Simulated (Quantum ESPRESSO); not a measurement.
Y:

```xyz
1
Lattice="0.0000 2.5520 2.5520 2.5520 0.0000 2.5520 2.5520 2.5520 0.0000" Properties=species:S:1:pos:R:3 pbc="T T T"
Y     0.0000    0.0000    0.0000
```

This isn't the form of Y at room conditions, which is hcp.

| Item | Value |
| --- | --- |
| Program | Quantum ESPRESSO 7.5 |
| Task | relaxation of cell and atoms |
| Functional | LDA |
| Potentials or basis | PseudoDojo 0.4 FR PBEsol standard |
| Cutoff | 980 eV |
| Density cutoff | 3918 eV |
| k mesh | 6 × 6 × 6 |
| Occupations | methfessel-paxton, width 0.1 eV |
| Spin | spin-orbit coupling, no magnetisation |

At the start: pressure -4.7 GPa; volume 33.24 Å³/atom.

Problem. How do energy, volume and symmetry change on relaxing?

Solution. Over 4 steps the energy falls by 60.5 meV/atom and the volume is 29.38 Å³/atom (-11.6 %); space group Fm-3m (No. 225, to 0.05 Å).

The path:
| step | energy change (eV) | largest force (eV/Å) | pressure (GPa) | volume (Å³) |
| --- | --- | --- | --- | --- |
| 1 | 0.0000 | 0.0000 | -4.66 | 33.24 |
| 2 | -0.0337 | 0.0000 | -3.35 | 31.89 |
| 3 | -0.0600 | 0.0000 | 0.45 | 29.08 |
| 4 | -0.0605 | 0.0000 | 0.00 | 29.38 |

Final structure:
```
Y
1.0
     0.00000    2.44911    2.44911
     2.44911    0.00000    2.44911
     2.44911    2.44911    0.00000
Y
1
Direct
  0.00000 0.00000 0.00000
```

Caveat: the k mesh is coarse; the potentials were made for another functional, which shifts forces and pressure.
